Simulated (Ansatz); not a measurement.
# Pt: a line through an energy map

How does the energy of Pt (P6_3/mmc, No. 194; 2 atoms in the cell) vary with lattice constant a (and b), at lattice constant c = 4.628 Å?

This is Pt in the hcp structure; at room conditions it is fcc.

Computed with Ansatz 0.2.0 (DFT PBEsol, scalar-relativistic, plane waves, PAW, unless a step's input says otherwise).

16 further runs of the same task are left out: 16 set aside as unsound or not needed.

## (1) The structure to begin with

The structure is hexagonal, space group P6_3/mmc (No. 194). Conventional cell: a = 2.725 Å, b = 2.725 Å, c = 4.707 Å, α = 90.00°, β = 90.00°, γ = 120.00°. Around Pt (site symmetry -6m2) lie 12 Pt at 2.73 to 2.83 Å.

Coordinates:

```cif
data_structure
_symmetry_space_group_name_H-M 'P 1'
_symmetry_Int_Tables_number 1
_cell_length_a 2.7252
_cell_length_b 2.7252
_cell_length_c 4.7069
_cell_angle_alpha 90.000
_cell_angle_beta 90.000
_cell_angle_gamma 120.000
_cell_volume 30.27
loop_
_atom_site_label
_atom_site_type_symbol
_atom_site_fract_x
_atom_site_fract_y
_atom_site_fract_z
_atom_site_occupancy
Pt1 Pt 0.66667 0.33333 0.75000 1
Pt2 Pt 0.33333 0.66667 0.25000 1
```

It goes back to an entry of the Materials Project, which need not be the stable form.

This cell was relaxed beforehand with the same method: volume 15.14 Å³/atom, gap on the mesh none (metal).

## (2) What is varied

The energy is mapped over the lattice constants a and c of the conventional cell.

- lattice constant a (and b): 7 values from 2.534 to 2.916 Å
- lattice constant c: 7 values from 4.472 to 4.942 Å

Nothing else is relaxed (symmetry fixes all fractional coordinates). Energies count from the relaxed crystal. Points are written as (first, second).

## (3) Point (2.598 Å, 4.628 Å)

File input.yaml:

```yaml
crystal:
  lattice:
    - [2.598, 0.0, 0.0]
    - [-1.299, 2.249933999, 0.0]
    - [0.0, 0.0, 4.6285]
  atoms:
    - { symbol: Pt, position: [0.6666666667, 0.3333333333, 0.75] }
    - { symbol: Pt, position: [0.3333333333, 0.6666666667, 0.25] }
basis:
  ecutwfc: 420
kpoints:
  mp_grid: { grid: [18, 18, 10] }
hamiltonian:
  xc: pbesol
scf:
  occupations: { method: gaussian, width: 0.15 }
output:
  forces: true
  stress: true
  eigenvalues: true
```

Started as:

```
$ ansatz run input.yaml --threads 1 --pin off --max-ram 2048MiB --backend cpu --events-out ev --progress --plain --runs-dir out
```

Log, cut to the lines that bear on the results:

```text
Warning: RAYON_NUM_THREADS=1 ignored (pool sized by the plan → 1); use --threads N
[...]
Pseudopotentials: kind: paw
Pseudopotential: Pt, paw, valence charge 18, recommended cutoff 420 eV (normal), Pt.paw.azcp
Functional definition: PBEsol
[...]
Crystal: 2 atoms, lattice volume = 27.055 Å³
Basis set: ecut = 420 eV, 549 PW (Γ), exchange–correlation on 36×36×64 points (8 copies of the dense FFT grid, shifted against one another)
Bands: 22, of which v1, the nominal top of the filled ones, is band 18 counted from 1 (17 counted from 0)
Symmetry: 24 space group operations
Space group: P63/mmc (ITA 194), of the structure as read, at distance tolerance 3.0e-5 Å
k-points: 222 of 3240
[...]
SCF iter   1: F=—  HF=-24767.109297 eV  |F-HF|=—  |Δ(HF+E_count)|=         —  Δρ=1.01e-2  dr2=1.63e-2  ethr=1.77e-3  ⟨swp⟩=5.0  Hψ=19187  notcnv=0
[...]
SCF iter   6: F=-24767.106111 eV  HF=-24767.106111 eV  |F-HF|=1.60e-9  |Δ(HF+E_count)|=   3.78e-8  Δρ=6.00e-6  dr2=6.35e-9  ethr=2.78e-10  ⟨swp⟩=4.6  Hψ=17884  notcnv=0
[...]
SCF converged after 6 iterations
Free energy (F): -24767.106111 eV
[...]
E sigma→0 (E₀):  -24767.091577 eV
Entropy (-TS):   -0.029069 eV (-14.534 meV/atom)
Fermi energy:    26.741523 eV
[...]
--- Forces (eV/Å), atoms counted from 1 ---
  atom   1  Pt    -0.00000000    -0.00000000     0.00000000
  atom   2  Pt    -0.00000000     0.00000000     0.00000000
[...]
--- Stress (GPa, compression-positive) ---
       51.005086      -0.000000       0.000000
       -0.000000      51.005086       0.000000
        0.000000       0.000000      31.633564
  P = ⅓ Tr σ = 44.5479 GPa (445.479 kbar)
--- Band table (eV; the first three rows and the last of 222) ---
  k-point 0: bands = ["-72.1886", "-72.1521", "-26.5457", "-26.1354", "-26.1354", "-26.0764", "-26.0764", "-25.9965", "15.2189", "17.8867", "21.4396", "22.3277", "22.3277", "22.7579", "22.7579", "24.6433", "24.6433", "25.0430", "26.5077", "26.5077", "32.1449", "41.5641"]
[...]
```

Run time: 9.4 s. Hardware: 1 thread of Arm Neoverse N1, shared host; peak memory 0.36 GiB.

On the map this point reads 214 meV/atom.

## (4) Changed: mp_grid.grid [6, 6, 3], hubbard.sites [{species: Pt, l: d, u_eff: 1.0}], hubbard.double_counting fll

input.yaml: that of step 3 with these lines changed.

```diff
@@ -11,5 +11,6 @@
 kpoints:
-  mp_grid: { grid: [18, 18, 10] }
+  mp_grid: { grid: [6, 6, 3] }
 hamiltonian:
   xc: pbesol
+  hubbard: { sites: [{ species: Pt, l: d, u_eff: 1.0 }], double_counting: fll }
 scf:
@@ -18,3 +19,3 @@
   forces: true
+  eigenvalues: true
   stress: true
-  eigenvalues: true
```

Started as:

```
$ ansatz run input.yaml --threads 1 --pin off --max-ram 2048MiB --backend cpu --events-out ev --progress --plain --runs-dir out
```

Log, cut to the lines that bear on the results:

```text
Warning: RAYON_NUM_THREADS=1 ignored (pool sized by the plan → 1); use --threads N
Pt: projections on atomic orbitals take those of the free atom [Kr 4d10 4f14] 5s2 5p6 5d9 6s1, of charge +0.00 (hamiltonian.pseudopotentials.projection_atoms); the dataset's partial waves leave at most 9.1e-5 of an orbital's norm unspanned inside its sphere
[...]
[... 3 set-up lines as earlier in the session ...]
[...]
Crystal: 2 atoms, lattice volume = 27.055 Å³
Basis set: ecut = 420 eV, 549 PW (Γ), exchange–correlation on 36×36×64 points (8 copies of the dense FFT grid, shifted against one another)
Bands: 22, of which v1, the nominal top of the filled ones, is band 18 counted from 1 (17 counted from 0)
[... 2 set-up lines as earlier in the session ...]
k-points: 14 of 108
[...]
SCF iter   1: F=—  HF=-24766.968122 eV  |F-HF|=—  |Δ(HF+E_count)|=         —  Δρ=9.03e-2  dr2=1.89e0  ethr=3.10e-3  ⟨swp⟩=4.8  Hψ=1166  notcnv=0
[...]
SCF iter   7: F=-24766.339411 eV  HF=-24766.339411 eV  |F-HF|=4.50e-9  |Δ(HF+E_count)|=   2.12e-8  Δρ=8.73e-6  dr2=1.47e-8  ethr=2.78e-10  ⟨swp⟩=4.8  Hψ=1061  notcnv=0
[...]
SCF converged after 7 iterations
Free energy (F): -24766.339411 eV
[...]
E sigma→0 (E₀):  -24766.329767 eV
Entropy (-TS):   -0.019286 eV (-9.643 meV/atom)
Fermi energy:    26.369086 eV
[...]
--- Forces (eV/Å), atoms counted from 1 ---
  atom   1  Pt     0.00000000    -0.00000000     0.00000000
  atom   2  Pt    -0.00000000     0.00000000     0.00000000
[...]
--- Stress (GPa, compression-positive) ---
       51.978252      -0.000000       0.000000
        0.000000      51.978252       0.000000
        0.000000       0.000000      25.110117
  P = ⅓ Tr σ = 43.0222 GPa (430.222 kbar)
--- Band table (eV; the first three rows and the last of 14) ---
[... band rows left out ...]
[...]
Occupation matrices written to <dir>
```

Run time: 2.2 s. Hardware: 1 thread of Arm Neoverse N1, shared host; peak memory 0.25 GiB.

| run | ending | energy change | pressure (GPa) | gap (eV) | force (eV/Å) | cycles | time |
| --- | --- | --- | --- | --- | --- | --- | --- |
| step 3 | converged | 0 | 44.5 | 0.00 | 0.00 | 6 | 9.4 s |
| variant | converged | +383.4 meV/atom (U changed: no physical gain or loss) | 43.0 | 0.00 | 0.00 | 7 | 2.2 s |

Changing the k-point mesh and Hubbard U moves the energy by +383.4 meV/atom, and the pressure goes from 44.5 to 43.0 GPa. The U term adds an energy of its own, so the shift says nothing about which run is better. Cost: 7 SCF cycles against 6, 2.2 s against 9.4 s.

## (5) The run at (2.662 Å, 4.628 Å)

input.yaml: that of step 3 with these lines changed.

```diff
@@ -2,4 +2,4 @@
   lattice:
-    - [2.598, 0.0, 0.0]
-    - [-1.299, 2.249933999, 0.0]
+    - [2.6616, 0.0, 0.0]
+    - [-1.3308, 2.3050132147, 0.0]
     - [0.0, 0.0, 4.6285]
@@ -20 +20,5 @@
   eigenvalues: true
+  write_density: true
+  write_potential: true
+  elf: true
+  volumetric_format: npy
```

Started as:

```
$ ansatz run input.yaml --threads 1 --pin off --max-ram 2048MiB --backend cpu --events-out ev --progress --plain --runs-dir out
```

Log, cut to the lines that bear on the results:

```text
Warning: RAYON_NUM_THREADS=1 ignored (pool sized by the plan → 1); use --threads N
[...]
[... 3 set-up lines as earlier in the session ...]
[...]
Crystal: 2 atoms, lattice volume = 28.396 Å³
Basis set: ecut = 420 eV, 549 PW (Γ), exchange–correlation on 36×36×64 points (8 copies of the dense FFT grid, shifted against one another)
Bands: 22, of which v1, the nominal top of the filled ones, is band 18 counted from 1 (17 counted from 0)
[... 1 set-up line as earlier in the session ...]
Space group: P63/mmc (ITA 194), of the structure as read, at distance tolerance 3.1e-5 Å
k-points: 222 of 3240
[...]
SCF iter   1: F=—  HF=-24767.414355 eV  |F-HF|=—  |Δ(HF+E_count)|=         —  Δρ=1.01e-2  dr2=1.72e-2  ethr=1.77e-3  ⟨swp⟩=4.9  Hψ=18811  notcnv=0
[...]
SCF iter   6: F=-24767.411422 eV  HF=-24767.411422 eV  |F-HF|=2.59e-9  |Δ(HF+E_count)|=   3.59e-8  Δρ=6.58e-6  dr2=8.55e-9  ethr=2.78e-10  ⟨swp⟩=7.4  Hψ=29245  notcnv=0
[...]
SCF converged after 6 iterations
Free energy (F): -24767.411422 eV
[...]
E sigma→0 (E₀):  -24767.393803 eV
Entropy (-TS):   -0.035238 eV (-17.619 meV/atom)
Fermi energy:    25.126374 eV
[...]
--- Forces (eV/Å), atoms counted from 1 ---
  atom   1  Pt     0.00000000    -0.00000000     0.00000000
  atom   2  Pt     0.00000000     0.00000000     0.00000000
[...]
--- Stress (GPa, compression-positive) ---
       23.537833      -0.000000       0.000000
       -0.000000      23.537833       0.000000
        0.000000       0.000000      18.273870
  P = ⅓ Tr σ = 21.7832 GPa (217.832 kbar)
--- Band table (eV; the first three rows and the last of 222) ---
  k-point 0: bands = ["-73.6195", "-73.5870", "-27.9617", "-27.6122", "-27.6122", "-27.5541", "-27.5541", "-27.4673", "14.1610", "16.9018", "20.4036", "21.0458", "21.0458", "21.4852", "21.4852", "22.9896", "22.9896", "23.8297", "24.8728", "24.8728", "30.4923", "39.9518"]
[...]
```

It took 14 s on 1 thread of Arm Neoverse N1, shared host; peak memory 0.37 GiB.

Density in a lattice plane of the grid's cell (edges 2.66 and 4.63 Å, at 0.333 of the third edge), which holds Pt.

Ten even steps from ' ' (0.26 e/Å³) to '@' (11.74 e/Å³):
```
                            
              ..::::::::..  
            ..--++**++==--..
          ..--++##%%%%##==::
          ..--**%%@@@@%%++::
          ..--++##%%%%##==::
            ..--++**++==--..
              ..::::::::..  
                            
                            
                            
                            
                            
  ........                  
  ..::....                  
  ........                  
                            
                            
                            
                            
```
Columns run along the first of these edges and rows up along the second, over one cell in 14 and 20 even steps from the bottom left corner. Atoms in the plane (fractional): Pt at (0.67, 0.75).

ELF in the same plane.

Values, 12 rows by 6 columns:
```
0.26 0.23 0.26 0.40 0.45 0.39
0.34 0.28 0.35 0.63 0.67 0.62
0.37 0.30 0.38 0.66 0.67 0.65
0.34 0.28 0.35 0.63 0.67 0.62
0.26 0.23 0.26 0.40 0.45 0.39
0.24 0.22 0.24 0.25 0.23 0.24
0.26 0.28 0.26 0.25 0.24 0.25
0.34 0.42 0.35 0.25 0.25 0.25
0.37 0.47 0.38 0.26 0.27 0.26
0.34 0.42 0.35 0.25 0.25 0.25
0.26 0.28 0.26 0.25 0.24 0.25
0.24 0.22 0.24 0.25 0.23 0.24
```
Columns run along the first of these edges and rows up along the second, over one cell in 6 and 12 even steps from the bottom left corner. Atoms in the plane (fractional): Pt at (0.67, 0.75).

Both are smooth fields of the valence electrons: close to the nuclei they are not physical.

On the map this point reads 61 meV/atom.

## (6) Point (2.725 Å, 4.628 Å)

input.yaml: that of step 5 with these lines changed.

```diff
@@ -2,4 +2,4 @@
   lattice:
-    - [2.6616, 0.0, 0.0]
-    - [-1.3308, 2.3050132147, 0.0]
+    - [2.7251897179, 0.0, 0.0]
+    - [-1.362594859, 2.3600835258, 0.0]
     - [0.0, 0.0, 4.6285]
@@ -20,5 +20 @@
   eigenvalues: true
-  write_density: true
-  write_potential: true
-  elf: true
-  volumetric_format: npy
```

Started as:

```
$ ansatz run input.yaml --threads 1 --pin off --max-ram 2048MiB --backend cpu --events-out ev --progress --plain --runs-dir out
```

Log, cut to the lines that bear on the results:

```text
Warning: RAYON_NUM_THREADS=1 ignored (pool sized by the plan → 1); use --threads N
[...]
[... 3 set-up lines as earlier in the session ...]
[...]
Crystal: 2 atoms, lattice volume = 29.769 Å³
Basis set: ecut = 420 eV, 585 PW (Γ), exchange–correlation on 40×40×64 points (8 copies of the dense FFT grid, shifted against one another)
Bands: 22, of which v1, the nominal top of the filled ones, is band 18 counted from 1 (17 counted from 0)
[... 2 set-up lines as earlier in the session ...]
k-points: 222 of 3240
[...]
SCF iter   1: F=—  HF=-24767.526317 eV  |F-HF|=—  |Δ(HF+E_count)|=         —  Δρ=9.86e-3  dr2=1.77e-2  ethr=1.77e-3  ⟨swp⟩=4.9  Hψ=18623  notcnv=0
[...]
SCF iter   6: F=-24767.523502 eV  HF=-24767.523502 eV  |F-HF|=4.19e-9  |Δ(HF+E_count)|=   3.53e-8  Δρ=7.01e-6  dr2=1.14e-8  ethr=2.78e-10  ⟨swp⟩=4.1  Hψ=16555  notcnv=0
[...]
SCF converged after 6 iterations
Free energy (F): -24767.523502 eV
[...]
E sigma→0 (E₀):  -24767.502345 eV
Entropy (-TS):   -0.042314 eV (-21.157 meV/atom)
Fermi energy:    23.619560 eV
[...]
--- Forces (eV/Å), atoms counted from 1 ---
  atom   1  Pt    -0.00000000     0.00000000     0.00000000
  atom   2  Pt     0.00000000    -0.00000000     0.00000000
[...]
--- Stress (GPa, compression-positive) ---
        3.817120       0.000000       0.000000
        0.000000       3.817120       0.000000
        0.000000       0.000000       6.643014
  P = ⅓ Tr σ = 4.7591 GPa (47.591 kbar)
--- Band table (eV; the first three rows and the last of 222) ---
  k-point 0: bands = ["-74.9535", "-74.9245", "-29.2878", "-28.9774", "-28.9774", "-28.9204", "-28.9204", "-28.8429", "13.1839", "15.9830", "19.4179", "19.8456", "19.8456", "20.2920", "20.2920", "21.4608", "21.4608", "22.7076", "23.3573", "23.3573", "28.9494", "38.4254"]
[...]
```

It took 9.5 s on 1 thread of Arm Neoverse N1, shared host; peak memory 0.37 GiB.

On the map this point reads 5.0 meV/atom.

## (7) Point (2.789 Å, 4.628 Å)

input.yaml: that of step 6 with these lines changed.

```diff
@@ -2,4 +2,4 @@
   lattice:
-    - [2.7251897179, 0.0, 0.0]
-    - [-1.362594859, 2.3600835258, 0.0]
+    - [2.7888, 0.0, 0.0]
+    - [-1.3944, 2.4151716461, 0.0]
     - [0.0, 0.0, 4.6285]
```

Started as:

```
$ ansatz run input.yaml --threads 1 --pin off --max-ram 2048MiB --backend cpu --events-out ev --progress --plain --runs-dir out
```

Log, cut to the lines that bear on the results:

```text
[...]
SCF converged after 6 iterations
Free energy (F): -24767.492263 eV
[...]
E sigma→0 (E₀):  -24767.467460 eV
Entropy (-TS):   -0.049607 eV (-24.803 meV/atom)
Fermi energy:    22.211073 eV
[...]
--- Forces (eV/Å), atoms counted from 1 ---
  atom   1  Pt    -0.00000000    -0.00000000     0.00000000
  atom   2  Pt     0.00000000     0.00000000     0.00000000
[...]
--- Stress (GPa, compression-positive) ---
      -10.044999       0.000000       0.000000
        0.000000     -10.044999       0.000000
        0.000000       0.000000      -3.519815
  P = ⅓ Tr σ = -7.8699 GPa (-78.699 kbar)
--- Band table (eV; the first three rows and the last of 222) ---
  k-point 0: bands = ["-76.1989", "-76.1730", "-30.5315", "-30.2428", "-30.2428", "-30.1871", "-30.1871", "-30.1315", "12.2785", "15.1220", "18.4786", "18.7204", "18.7204", "19.1717", "19.1717", "20.0444", "20.0444", "21.6673", "21.9486", "21.9486", "27.5091", "36.9782"]
[...]
```

Run time: 11 s. Hardware: 1 thread of Arm Neoverse N1, shared host; peak memory 0.37 GiB.

That is 21 meV/atom from the zero.

## (8) Grid point (2.852 Å, 4.628 Å)

input.yaml: that of step 7 with these lines changed.

```diff
@@ -2,4 +2,4 @@
   lattice:
-    - [2.7888, 0.0, 0.0]
-    - [-1.3944, 2.4151716461, 0.0]
+    - [2.8524, 0.0, 0.0]
+    - [-1.4262, 2.4702508617, 0.0]
     - [0.0, 0.0, 4.6285]
```

Started as:

```
$ ansatz run input.yaml --threads 1 --pin off --max-ram 2048MiB --backend cpu --events-out ev --progress --plain --runs-dir out
```

Log, cut to the lines that bear on the results:

```text
Warning: RAYON_NUM_THREADS=1 ignored (pool sized by the plan → 1); use --threads N
[...]
[... 3 set-up lines as earlier in the session ...]
[...]
Crystal: 2 atoms, lattice volume = 32.613 Å³
Basis set: ecut = 420 eV, 627 PW (Γ), exchange–correlation on 40×40×64 points (8 copies of the dense FFT grid, shifted against one another)
Bands: 22, of which v1, the nominal top of the filled ones, is band 18 counted from 1 (17 counted from 0)
[... 1 set-up line as earlier in the session ...]
Space group: P63/mmc (ITA 194), of the structure as read, at distance tolerance 3.2e-5 Å
k-points: 222 of 3240
[...]
SCF iter   1: F=—  HF=-24767.359513 eV  |F-HF|=—  |Δ(HF+E_count)|=         —  Δρ=8.65e-3  dr2=1.85e-2  ethr=1.77e-3  ⟨swp⟩=4.8  Hψ=18230  notcnv=0
[...]
SCF iter   6: F=-24767.356476 eV  HF=-24767.356476 eV  |F-HF|=4.55e-9  |Δ(HF+E_count)|=   3.37e-8  Δρ=6.50e-6  dr2=1.22e-8  ethr=2.78e-10  ⟨swp⟩=4.1  Hψ=16261  notcnv=0
[...]
SCF converged after 6 iterations
Free energy (F): -24767.356476 eV
[...]
E sigma→0 (E₀):  -24767.328309 eV
Entropy (-TS):   -0.056335 eV (-28.167 meV/atom)
Fermi energy:    20.896425 eV
[...]
--- Forces (eV/Å), atoms counted from 1 ---
  atom   1  Pt     0.00000000    -0.00000000    -0.00000000
  atom   2  Pt     0.00000000     0.00000000     0.00000000
[...]
--- Stress (GPa, compression-positive) ---
      -19.557567      -0.000000      -0.000000
        0.000000     -19.557567      -0.000000
       -0.000000      -0.000000     -12.296524
  P = ⅓ Tr σ = -17.1372 GPa (-171.372 kbar)
--- Band table (eV; the first three rows and the last of 222) ---
  k-point 0: bands = ["-77.3618", "-77.3387", "-31.6970", "-31.4181", "-31.4181", "-31.3638", "-31.3638", "-31.3374", "11.4381", "14.3127", "17.5838", "17.6645", "17.6645", "18.1187", "18.1187", "18.7313", "18.7313", "20.6378", "20.6378", "20.7019", "26.1663", "35.6049"]
[...]
```

Wall time 11 s (1 thread of Arm Neoverse N1, shared host); peak memory 0.38 GiB.

Energy on the map's scale: 88 meV/atom.

## (9) Point (2.916 Å, 4.628 Å)

input.yaml: that of step 8 with these lines changed.

```diff
@@ -2,4 +2,4 @@
   lattice:
-    - [2.8524, 0.0, 0.0]
-    - [-1.4262, 2.4702508617, 0.0]
+    - [2.916, 0.0, 0.0]
+    - [-1.458, 2.5253300774, 0.0]
     - [0.0, 0.0, 4.6285]
```

Started as:

```
$ ansatz run input.yaml --threads 1 --pin off --max-ram 2048MiB --backend cpu --events-out ev --progress --plain --runs-dir out
```

Log, cut to the lines that bear on the results:

```text
[...]
SCF converged after 6 iterations
Free energy (F): -24767.145826 eV
[...]
E sigma→0 (E₀):  -24767.114996 eV
Entropy (-TS):   -0.061660 eV (-30.830 meV/atom)
Fermi energy:    19.670386 eV
[...]
--- Forces (eV/Å), atoms counted from 1 ---
  atom   1  Pt    -0.00000000    -0.00000000    -0.00000000
  atom   2  Pt    -0.00000000     0.00000000     0.00000000
[...]
--- Stress (GPa, compression-positive) ---
      -25.871998       0.000000      -0.000000
       -0.000000     -25.871998       0.000000
       -0.000000       0.000000     -19.754367
  P = ⅓ Tr σ = -23.8328 GPa (-238.328 kbar)
--- Band table (eV; the first three rows and the last of 222) ---
  k-point 0: bands = ["-78.4483", "-78.4277", "-32.7877", "-32.5122", "-32.5122", "-32.4647", "-32.4595", "-32.4595", "10.6561", "13.5501", "16.6721", "16.6721", "16.7318", "17.1271", "17.1271", "17.5132", "17.5132", "19.4168", "19.4168", "19.8051", "24.9149", "34.2995"]
[...]
```

Run time: 12 s. Hardware: 1 thread of Arm Neoverse N1, shared host; peak memory 0.38 GiB.

Energy on the map's scale: 194 meV/atom.

## (10) What came out

```
lattice constant a (and b) (Å)  step  energy (meV/atom)  slope (meV/atom per Å)  pressure (GPa)
                         2.534     –                494                   −5614              75
                         2.598     3                214                   −3315              45
                         2.662     5                 61                   −1567              22
                         2.725     6                5.0                    −260               5
                         2.789     7                 21                     701              −8
                         2.852     8                 88                    1396             −17
                         2.916     9                194                    1887             −24
```

Energies count from the relaxed crystal. Rows without a step come from runs not printed here or follow by symmetry. Slopes come from the forces (and the stress, where the cell changes), not from differences of energies.

```
                                                                                                                                   run                                                   outcome
step 4, run with mp_grid.grid [6, 6, 3], hubbard.sites [{species: Pt, l: d, u_eff: 1.0}], hubbard.double_counting fll (against step 3)  +383.4 meV/atom; the pressure goes from 44.5 to 43.0 GPa
```

**Reading.** Along the line the energy is lowest at 2.725 Å, 5.0 meV/atom from the zero. A fit to energies and slopes at the lowest point and its two neighbours puts the minimum at 2.7405 Å, with a curvature of about 16000 meV/atom per Å². The highest point computed, at 2.534 Å, lies 489 meV/atom above the lowest. This is one cut through a surface in two coordinates; the map's lowest point lies off it. The runs treat Pt without spin-orbit coupling.
